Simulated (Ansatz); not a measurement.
# F: the cost of one run

Program: Ansatz 0.2.0. Level of theory: DFT PBE, scalar-relativistic, plane waves, PAW. These are calculated values, not measurements.

1 further run of the same task is left out (set aside as unsound or not needed).

## 1. The structure to begin with

The structure is monoclinic, space group C2/m (No. 12). Conventional cell: a = 5.500 Å, b = 3.280 Å, c = 7.284 Å, α = 90.00°, β = 102.17°, γ = 90.00°. Around F (site symmetry m) lie 1 F at 1.44 Å. F (site symmetry m) has 1 F at 1.45 Å as nearest neighbours.

Structure file:

```xyz
4
Lattice="2.7500 -1.6400 0.0000 2.7500 1.6400 0.0000 -1.5360 0.0000 7.1200" Properties=species:S:1:pos:R:3 pbc="T T T"
F     0.1242    0.0000    0.7092
F     3.8398    0.0000    6.4109
F     1.8559    0.0000    4.2720
F     2.1081    0.0000    2.8480
```

The structure comes from the Crystallography Open Database.

## 2. A change within the space group

The change: strain xx, yy, zz, yz, xz, xy = -3.1, +0.3, -7.4, +0.0, +1.9, +0.0 %; atoms moved by 0.06 Å root mean square, at most 0.08 Å.

File input.yaml:

```yaml
crystal:
  lattice:
    - [2.66486, -1.6447724, 0.05335]
    - [2.66486, 1.6447724, 0.05335]
    - [-1.3503267424, 0.0, 6.5631263254]
  atoms:
    - { symbol: F, position: [0.0618583039, 0.0618583039, 0.1078026948] }
    - { symbol: F, position: [0.9381416961, 0.9381416961, 0.8921973052] }
    - { symbol: F, position: [0.4986076857, 0.4986076857, 0.5978697399] }
    - { symbol: F, position: [0.5013923143, 0.5013923143, 0.4021302601] }
basis:
  ecutwfc: 420
kpoints:
  mp_grid: { grid: [10, 10, 4] }
hamiltonian:
  xc: pbe
scf:
  occupations: { method: gaussian, width: 0.02 }
output:
  forces: true
  stress: true
  eigenvalues: true
```

**Question.** How long does this run take on 1 thread of an Arm CPU, shared host, and how much memory does it need?

About 4.9 s, with a peak of 0.33 GiB.
